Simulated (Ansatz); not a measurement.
# SnSe (GeS type): relaxing cell and atoms

The task, for SnSe (GeS type): 2 runs in a chain (relaxing cell and atoms).

Computed with Ansatz 0.2.0 (DFT r2SCAN, scalar-relativistic, plane waves, PAW, unless a step's input says otherwise).

### 1 The starting structure

The structure is orthorhombic, space group Pnma (No. 62). Conventional cell: a = 11.447 Å, b = 4.152 Å, c = 4.386 Å, α = 90.00°, β = 90.00°, γ = 90.00°. Sn (site symmetry m) is surrounded by 3 Se at 2.72 to 2.81 Å. Around Se (site symmetry m) lie 3 Sn at 2.72 to 2.81 Å.

Structure file:

```cif
data_structure
_symmetry_space_group_name_H-M 'P 1'
_symmetry_Int_Tables_number 1
_cell_length_a 11.4473
_cell_length_b 4.1517
_cell_length_c 4.3865
_cell_angle_alpha 90.000
_cell_angle_beta 90.000
_cell_angle_gamma 90.000
_cell_volume 208.47
loop_
_atom_site_label
_atom_site_type_symbol
_atom_site_fract_x
_atom_site_fract_y
_atom_site_fract_z
_atom_site_occupancy
Sn1 Sn 0.12140 0.25000 0.90950 1
Sn2 Sn 0.87860 0.75000 0.09050 1
Sn3 Sn 0.37860 0.75000 0.40950 1
Sn4 Sn 0.62140 0.25000 0.59050 1
Se1 Se 0.85750 0.25000 0.51760 1
Se2 Se 0.14250 0.75000 0.48240 1
Se3 Se 0.64250 0.75000 0.01760 1
Se4 Se 0.35750 0.25000 0.98240 1
```

### 2 Cell and atoms relaxed at 1.3 GPa

Contents of input.yaml:

```yaml
crystal:
  lattice:
    - [11.4473, 0.0, 0.0]
    - [0.0, 4.1517, 0.0]
    - [0.0, 0.0, 4.3865]
  atoms:
    - { symbol: Sn, position: [0.1214, 0.25, 0.9095] }
    - { symbol: Sn, position: [0.8786, 0.75, 0.0905] }
    - { symbol: Sn, position: [0.3786, 0.75, 0.4095] }
    - { symbol: Sn, position: [0.6214, 0.25, 0.5905] }
    - { symbol: Se, position: [0.8575, 0.25, 0.5176] }
    - { symbol: Se, position: [0.1425, 0.75, 0.4824] }
    - { symbol: Se, position: [0.6425, 0.75, 0.0176] }
    - { symbol: Se, position: [0.3575, 0.25, 0.9824] }
scf:
  occupations: { method: gaussian, width: 0.03 }
output:
  forces: true
  stress: true
  eigenvalues: true
  write_density: true
  write_potential: true
  elf: true
  volumetric_format: npy
hamiltonian:
  xc: r2scan
basis:
  ecutwfc: 500
kpoints:
  mp_grid: { grid: [4, 12, 12] }
relax:
  f_tol: 0.002
  max_steps: 60
  cell: { stress_tol: 0.01, p_target: 1.3 }
```

On the command line:

```
ansatz run input.yaml --threads 3 --pin off --max-ram 8192MiB --backend cpu --events-out ev --progress --plain --runs-dir out
```

The log of the run:

```text
Warning: RAYON_NUM_THREADS=3 ignored (pool sized by the plan → 3); use --threads N
Engine: ansatz 0.2.0, aarch64-unknown-linux-gnu
Pseudopotentials: kind: paw
Pseudopotential: Sn, paw, valence charge 14, recommended cutoff 500 eV (meta_gga), Sn.paw.azcp
Pseudopotential: Se, paw, valence charge 16, recommended cutoff 500 eV (meta_gga), Se.paw.azcp
Functional definition: r2SCAN
  parameter k0 = 0.174
  parameter k1 = 0.065
  parameter a1 = 4.9479
  exchange = r2scan_x(k0 = k0, k1 = k1, a1 = a1)
  correlation = r2scan_c
Crystal: 8 atoms, lattice volume = 208.472 Å³
Basis set: ecut = 500 eV, 5261 PW (Γ), exchange–correlation on 360×128×128 points (64 copies of the dense FFT grid, shifted against one another)
Bands: 72, of which v1, the nominal top of the filled ones, is band 60 counted from 1 (59 counted from 0)
Symmetry: 8 space group operations
Space group: Pnma (ITA 62), of the structure as read, at distance tolerance 5.9e-5 Å
k-points: 147 of 576
Non-local potential: Sn, projectors of the file, l = 0: 2, l = 1: 2, l = 2: 2, l = 3: 2
Non-local potential: Se, projectors of the file, l = 0: 2, l = 1: 2, l = 2: 3, l = 3: 1
PAW form: soft (Blöchl's): semilocal exchange-correlation on the pseudo side does not see the compensation charge
PAW frozen core: Sn, regenerated for the run's functional (the file was generated under x = pbe(κ = 0.804, μ = 0.2195149727645171), c = pbe(β = 0.06672455060314922))
PAW frozen core: Se, regenerated for the run's functional (the file was generated under x = pbe(κ = 0.804, μ = 0.2195149727645171), c = pbe(β = 0.06672455060314922))
PAW one-centre angular grid: Sn, 590 points (default); XC on 249 of its mesh's 2787 points in the sphere
PAW one-centre angular grid: Se, 590 points (default); XC on 160 Gauss nodes
Initial density: superposition of atomic densities (neutral atoms: chi_scale 0, normalization atom), corrected by the library's trained network
Initial wavefunctions: pseudopotential atomic-orbital guess
Functional: x = r2scan, c = r2scan; τ floored in thin density (d = 2e-4 eV/Å³)
SCF iter   1: F=—  HF=-46070.514256 eV  |F-HF|=—  |Δ(HF+E_count)|=         —  Δρ=5.28e-3  dr2=6.48e-2  dr2_τ=1.53e-2  ethr=1.77e-3  ⟨swp⟩=6.4  Hψ=39817  notcnv=0  defer=50
preconditioner: auto → Resta (q_TF=auto, 2.488 Å⁻¹)  ε∞=2.7  [insulator: Δε(μ)=0.743 eV  Ē_g=17.605 eV  σ=0.030 eV  W_gap=1.00  n_scr=56 (ndim 8)  ℏωp=23.0 eV  f_vac=0.001  D(μ)=0.00/eV (n_scr^D=0)  ε∞_Penn≈2.7]
SCF iter   2: F=—  HF=-46070.561759 eV  |F-HF|=—  |Δ(HF+E_count)|=   4.75e-2  Δρ=2.57e-3  dr2=1.39e-2  dr2_τ=3.58e-4  ethr=5.40e-5  ⟨swp⟩=2.1  Hψ=21313  notcnv=0  defer=869
SCF iter   3: F=—  HF=-46070.563205 eV  |F-HF|=—  |Δ(HF+E_count)|=   1.45e-3  Δρ=8.56e-4  dr2=1.14e-3  dr2_τ=2.87e-5  ethr=1.16e-5  ⟨swp⟩=2.4  Hψ=15680  notcnv=0  defer=869
SCF iter   4: F=—  HF=-46070.563663 eV  |F-HF|=—  |Δ(HF+E_count)|=   4.57e-4  Δρ=2.30e-4  dr2=8.69e-5  dr2_τ=2.10e-6  ethr=9.47e-7  ⟨swp⟩=2.6  Hψ=18516  notcnv=0  defer=869
SCF iter   5: F=—  HF=-46070.563758 eV  |F-HF|=—  |Δ(HF+E_count)|=   9.56e-5  Δρ=5.96e-5  dr2=1.04e-5  dr2_τ=3.54e-7  ethr=7.25e-8  ⟨swp⟩=2.7  Hψ=15208  notcnv=0  defer=869
SCF iter   6: F=—  HF=-46070.563758 eV  |F-HF|=—  |Δ(HF+E_count)|=   1.25e-7  Δρ=1.88e-5  dr2=6.02e-7  dr2_τ=1.64e-8  ethr=8.70e-9  ⟨swp⟩=2.9  Hψ=18138  notcnv=0  defer=869
SCF iter   7: F=-46070.563759 eV  HF=-46070.563759 eV  |F-HF|=1.21e-8  |Δ(HF+E_count)|=   7.08e-7  Δρ=3.81e-6  dr2=2.88e-8  dr2_τ=1.05e-9  ethr=8.33e-11  ⟨swp⟩=14.9  Hψ=98850  notcnv=0
SCF 1 converged in 7 iterations: F = -46070.563759 eV  dr2 = 2.88e-8
  Residual-converged pass: ⟨swp⟩=1.0  Hψ=11172  notcnv=0  max |occ|·‖R‖ = 7.1e-9 eV (tolerance 1.0e-8 eV)  dr2=2.88e-8  dr2_τ=1.05e-9  dr2_onsite=2.34e-9  max |Δocc| = 3.4e-84
relax step   1: F+E_penalty+E_count = -46070.56375888 eV  Δ(F+E_penalty+E_count) = +0.000e0 eV  max|allowed force component| = 7.934e-2 eV/Å  Δτ_max = 0.0000 Å  P = +2.187 GPa  Ω = 208.472 Å³  (7 SCF iters, dr2 threshold 1.00e-7 eV, accepted)
[... from here on, the SCF cycles and remarks between the steps are left out ...]
relax step   2: F+E_penalty+E_count = -46070.66488195 eV  Δ(F+E_penalty+E_count) = -1.011e-1 eV  max|allowed force component| = 1.045e-1 eV/Å  Δτ_max = 0.1001 Å  P = +0.302 GPa  Ω = 220.937 Å³  energy of the carried Pulay correction = -4.999e-4 eV  (7 SCF iters, dr2 threshold 8.00e-7 eV, accepted)
relax step   3: F+E_penalty+E_count = -46070.64800734 eV  Δ(F+E_penalty+E_count) = +1.687e-2 eV  max|allowed force component| = 7.133e-2 eV/Å  Δτ_max = 0.0448 Å  P = +1.093 GPa  Ω = 215.150 Å³  energy of the carried Pulay correction = -2.715e-4 eV  (6 SCF iters, dr2 threshold 8.00e-7 eV, accepted)
relax step   4: F+E_penalty+E_count = -46070.64310244 eV  Δ(F+E_penalty+E_count) = +4.905e-3 eV  max|allowed force component| = 7.497e-2 eV/Å  Δτ_max = 0.0298 Å  P = +1.285 GPa  Ω = 213.970 Å³  energy of the carried Pulay correction = -2.241e-4 eV  (6 SCF iters, dr2 threshold 4.52e-7 eV, accepted)
relax step   5: F+E_penalty+E_count = -46070.64362824 eV  Δ(F+E_penalty+E_count) = -5.258e-4 eV  max|allowed force component| = 4.528e-2 eV/Å  Δτ_max = 0.0224 Å  P = +1.451 GPa  Ω = 213.176 Å³  energy of the carried Pulay correction = -1.921e-4 eV  (6 SCF iters, dr2 threshold 3.51e-7 eV, accepted)
relax step   6: F+E_penalty+E_count = -46070.66420250 eV  Δ(F+E_penalty+E_count) = -2.057e-2 eV  max|allowed force component| = 8.026e-2 eV/Å  Δτ_max = 0.0621 Å  P = +1.713 GPa  Ω = 215.487 Å³  energy of the carried Pulay correction = -2.849e-4 eV  (7 SCF iters, dr2 threshold 2.81e-7 eV, accepted)
relax step   7: F+E_penalty+E_count = -46070.66970531 eV  Δ(F+E_penalty+E_count) = -5.503e-3 eV  max|allowed force component| = 1.457e-2 eV/Å  Δτ_max = 0.0148 Å  P = +1.285 GPa  Ω = 215.642 Å³  energy of the carried Pulay correction = -2.911e-4 eV  (5 SCF iters, dr2 threshold 6.85e-7 eV, accepted)
relax step   8: F+E_penalty+E_count = -46070.66995272 eV  Δ(F+E_penalty+E_count) = -2.474e-4 eV  max|allowed force component| = 3.061e-3 eV/Å  Δτ_max = 0.0023 Å  P = +1.293 GPa  Ω = 215.615 Å³  energy of the carried Pulay correction = -2.901e-4 eV  (5 SCF iters, dr2 threshold 2.60e-8 eV, accepted)
relax step   9: F+E_penalty+E_count = -46070.66932473 eV  Δ(F+E_penalty+E_count) = +6.280e-4 eV  max|allowed force component| = 2.731e-4 eV/Å  Δτ_max = 0.0009 Å  P = +1.300 GPa  Ω = 215.534 Å³  energy of the carried Pulay correction = -2.868e-4 eV  (6 SCF iters, dr2 threshold 2.64e-9 eV, accepted)
relax step  10: F+E_penalty+E_count = -46070.66975748 eV  Δ(F+E_penalty+E_count) = -4.327e-4 eV  max|allowed force component| = 2.752e-4 eV/Å  Δτ_max = 0.0000 Å  P = +1.303 GPa  Ω = 215.534 Å³  stress off target by 7.49e-3 GPa  SCF on the basis re-selected at this cell (its energy is not comparable with the rows above)  (7 SCF iters)
basis re-selected at this cell: Δ(F+E_penalty+E_count) = -4.327e-4 eV, ΔP = +0.002 GPa vs the last step (what re-selecting the basis moved, of the pressure what is left beyond the Pulay correction that the steps carried, after the strain that the cell walked since its last selection, with what the two solves' SCF thresholds leave and, on support functions, any second-order correction that the steps lacked; it is no measure of the basis error at this ecutwfc). The dense FFT grid was sized anew with the basis: this SCF ran on 90×30×36 points, the steps before it on 90×32×32, so part of this shift can come from that change (see relax.cell in the input reference). This SCF's stress stands 7.49e-3 GPa from its target on what of the cell is left free (relax.cell.stress_tol is 1.00e-2 GPa) and its largest allowed force component is 2.75e-4 eV/Å (relax.f_tol is 2.00e-3 eV/Å): within both
SCF converged after 7 iterations
Free energy (F): -46070.669757 eV
Harris-Foulkes:  -46070.669757 eV  (|F-HF|=2.18e-11)
Internal energy: -46070.669757 eV  (E = F + TS)
E sigma→0 (E₀):  -46070.669757 eV
Fermi energy:    9.148490 eV
--- Per-component energies (eV) ---
  E_band       = -1984.335293
  E_kinetic    = 1217.633447
  E_local      = -13401.120182  (includes V_loc(G=0)·N_el)
  E_nonlocal   = -2514.395762
  E_hartree    = 7060.080803
  E_xc         = -1896.119199
  E_vxc        = -844.173384  (∫ρ·V_xc dr)
  E_paw        = -24325.494444  (= ΣΔE_a)
  E_vpaw       = -609.150351  (= ΣTr[D̂ρ^β])
  E_aug_tail   = -0.000837  (compensation charges beyond the density's cutoff)
  E_vtau       = 46.710182  (kinetic-family band-sum trace: ∫τ·v_τ [+ j·A + Jᵃ·Aᵃ] dr)
  E_ewald      = -12207.135781
  E_core_change = -4.117802  (= ΣΔE_core)
  E_smearing   = -0.000000  (= −TS)
  E_closure    = -0.000000  (closes the sum)
  Σ components = -46070.669757   (vs F -46070.669757, Δ=0.00e0)
--- Forces (eV/Å), atoms counted from 1 ---
  atom   1  Sn     0.00014848     0.00000000     0.00005255
  atom   2  Sn    -0.00014848     0.00000000    -0.00005255
  atom   3  Sn    -0.00014848     0.00000000     0.00005255
  atom   4  Sn     0.00014848     0.00000000    -0.00005255
  atom   5  Se     0.00027517     0.00000000     0.00009481
  atom   6  Se    -0.00027517     0.00000000    -0.00009481
  atom   7  Se    -0.00027517     0.00000000     0.00009481
  atom   8  Se     0.00027517     0.00000000    -0.00009481
  max |Σ_I F_I| component: 1.08e-19 eV/Å
--- Stress (GPa, compression-positive) ---
        1.301206       0.000000       0.000000
        0.000000       1.299997       0.000000
        0.000000       0.000000       1.307492
  P = ⅓ Tr σ = 1.3029 GPa (13.029 kbar)
--- Band table (eV; the first three rows and the last of 147) ---
  k-point 0: bands = ["-39.5002", "-39.5002", "-39.5002", "-39.5001", "-39.4979", "-39.4979", "-39.4977", "-39.4977", "-39.4720", "-39.4719", "-39.4719", "-39.4717", "-39.4680", "-39.4679", "-39.4679", "-39.4678", "-39.4593", "-39.4592", "-39.4590", "-39.4589", "-13.3487", "-13.3332", "-13.3299", "-13.3226", "-13.3225", "-13.3190", "-13.3165", "-13.3136", "-13.3004", "-13.2992", "-13.2949", "-13.2925", "-13.2828", "-13.2826", "-13.2562", "-13.2531", "-13.2479", "-13.2458", "-13.2425", "-13.2347", "-5.6475", "-5.3110", "-4.5647", "-4.0863", "1.2862", "2.3501", "3.0249", "3.7565", "3.8341", "5.1412", "5.3237", "5.3347", "5.5244", "5.7964", "6.4230", "6.6991", "7.0557", "7.6805", "7.8812", "8.3259", "9.7372", "11.7349", "11.8204", "11.9174", "12.0954", "12.3920", "12.8308", "13.5898", "13.5994", "14.0137", "14.5542", "15.0749"]
[... 3 lines left out ...]
--- Relaxed structure (9 steps of the walk, 9 accepted, 1 SCFs on fresh bases) ---
  F+E_penalty+E_count = -46070.66975748 eV   max|allowed force component| = 2.752e-4 eV/Å   (the final SCF, on the basis selected at the relaxed cell)
  cell:  # Å, volume = 215.5345 Å³
    - [11.486731017088754, 0.0, 0.0]
    - [0.0, 4.111976576027235, 0.0]
    - [0.0, 0.0, 4.563201294631118]
  atoms:
    - { symbol: Sn, position: [0.11733540089811252, 0.25, 0.884283039267848] }
    - { symbol: Sn, position: [0.8826645991018874, 0.7500000000000001, 0.11571696073215171] }
    - { symbol: Sn, position: [0.38266459910188755, 0.7500000000000001, 0.3842830392678482] }
    - { symbol: Sn, position: [0.6173354008981123, 0.25, 0.6157169607321517] }
    - { symbol: Se, position: [0.8536763269172045, 0.25, 0.5144669985067202] }
    - { symbol: Se, position: [0.1463236730827956, 0.7500000000000001, 0.4855330014932795] }
    - { symbol: Se, position: [0.6463236730827956, 0.7500000000000001, 0.014466998506720492] }
    - { symbol: Se, position: [0.3536763269172043, 0.25, 0.9855330014932796] }
```

It took 18 min on 3 threads of Arm Neoverse V1, shared host; peak memory 2.4 GiB.

Relaxation path:

```csv
step,E - E(step 1) (eV/cell),largest force component (eV/Å),pressure (GPa),volume (Å³)
1,0.0000,0.0793,2.19,208.47
2,-0.1011,0.1045,0.30,220.94
3,-0.0842,0.0713,1.09,215.15
4,-0.0793,0.0750,1.28,213.97
5,-0.0799,0.0453,1.45,213.18
6,-0.1004,0.0803,1.71,215.49
7,-0.1059,0.0146,1.28,215.64
8,-0.1062,0.0031,1.29,215.62
9,-0.1056,0.0003,1.30,215.53
10,-0.1060,0.0003,1.30,215.53
```

Step 1 is the start. Step 10 repeats the geometry before it on a plane-wave basis chosen anew for that cell, so its energy need not be comparable with the rows above.

«Before» is this run's own start.

|  | before | after | change |
| --- | --- | --- | --- |
| a (Å) | 11.447 | 11.487 | +0.3 % |
| b (Å) | 4.152 | 4.112 | -1.0 % |
| c (Å) | 4.386 | 4.563 | +4.0 % |
| volume (Å³/atom) | 26.06 | 26.94 | +3.4 % |
| shortest distance (Å) | 2.722 | 2.754 | +1.2 % |
| space group (0.01 Å) | Pnma | Pnma | same |

Forces and stress were held to the start's 8 operations: a distortion of lower symmetry was not tested.

Density in a lattice plane of the grid's cell (edges 11.49 and 4.56 Å, at 0.250 of the third edge), which holds Sn and Se.

Values in e/Å³, 6 rows by 12 columns:
```
 0.16  6.12  3.22  0.29  1.51  0.56  0.09  0.35  0.26  0.07  0.13  0.09
 0.09  0.37  0.27  0.07  0.13  0.10  0.16  6.14  3.22  0.29  1.52  0.56
 0.07  0.05  0.06  0.03  0.04  0.04  0.15  2.63  1.49  0.43 22.73  1.46
 0.04  0.04  0.04  0.04  0.11  0.08  0.06  0.18  0.13  0.16  0.83  0.40
 0.06  0.18  0.13  0.16  0.85  0.40  0.04  0.04  0.04  0.04  0.11  0.08
 0.15  2.49  1.43  0.44 24.60  1.51  0.08  0.05  0.06  0.03  0.03  0.04
```
Columns run along the first of these edges and rows up along the second, over one cell in 12 and 6 even steps from the bottom left corner. Atoms in the plane (fractional): Sn at (0.12, 0.88), Sn at (0.62, 0.62), Se at (0.85, 0.51), Se at (0.35, 0.99).

ELF in the same plane.

Values, 6 rows by 12 columns:
```
0.41 0.06 0.17 0.57 0.78 0.83 0.12 0.27 0.21 0.12 0.52 0.27
0.12 0.27 0.21 0.12 0.51 0.28 0.41 0.07 0.17 0.57 0.78 0.83
0.19 0.07 0.08 0.02 0.03 0.04 0.58 0.23 0.28 0.71 0.24 0.79
0.06 0.04 0.03 0.06 0.36 0.16 0.14 0.53 0.30 0.48 0.75 0.69
0.14 0.55 0.30 0.48 0.75 0.70 0.06 0.04 0.03 0.06 0.36 0.16
0.58 0.23 0.28 0.72 0.22 0.79 0.20 0.07 0.08 0.02 0.03 0.04
```
Columns run along the first of these edges and rows up along the second, over one cell in 12 and 6 even steps from the bottom left corner. Atoms in the plane (fractional): Sn at (0.12, 0.88), Sn at (0.62, 0.62), Se at (0.85, 0.51), Se at (0.35, 0.99).

Both are smooth fields of the valence electrons: close to the nuclei they are not physical.

The highest ELF values outside the cores: 0.85 beside Se, off the lines to its neighbours, 0.9 Å from Se; 0.81 in the shell around Se, 0.9 Å from Se; 0.63 beside Sn, off the lines to its neighbours, 1.4 Å from Sn.

(Part 1 of 2 ends here.)
